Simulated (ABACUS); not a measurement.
Crystal: MgO.

```
CELL_PARAMETERS angstrom
0.00000 2.09700 2.09700
2.09700 0.00000 2.09700
2.09700 2.09700 0.00000
ATOMIC_POSITIONS crystal
Mg 0.00000 0.00000 0.00000
O 0.50000 0.50000 0.50000
```

The cell is a database's computed one.

* Program: ABACUS 3.10.1
* Task: single point
* Functional: PBE
* Potentials or basis: PseudoDojo NC SR 0.4.1 PBE standard
* Cutoff: 1143 eV
* Density cutoff: 4572 eV
* Basis: plane waves
* k mesh: 11 × 11 × 11
* Occupations: fermi-dirac, width 0.05 eV
* Spin: no spin polarisation

On this cell: pressure 6.7 GPa; largest force zero by symmetry; band gap on the k mesh 4.89 eV, direct.

The same run follows on a disturbed copy (atoms moved at random, drawn with an rms of 0.05 Å):

```
Mg O
1.0
     0.00000    2.09700    2.09700
     2.09700    0.00000    2.09700
     2.09700    2.09700    0.00000
Mg O
1 1
Direct
  0.98355 0.02051 0.98418
  0.50225 0.49698 0.50691
```

Question: What does the disturbed cell give?

Answer: The energy moves by +11.5 meV/atom; pressure 7.5 GPa; largest force 0.536 eV/Å; band gap on the k mesh 4.89 eV, direct.

Forces in eV/Å, atoms in the order of the input:
```
Mg  -0.009  0.533 -0.057
O    0.009 -0.533  0.057
```

Stress tensor (GPa, compression positive):
```
6.54 0.01 0.00
0.01 9.44 0.06
0.00 0.06 6.58
```

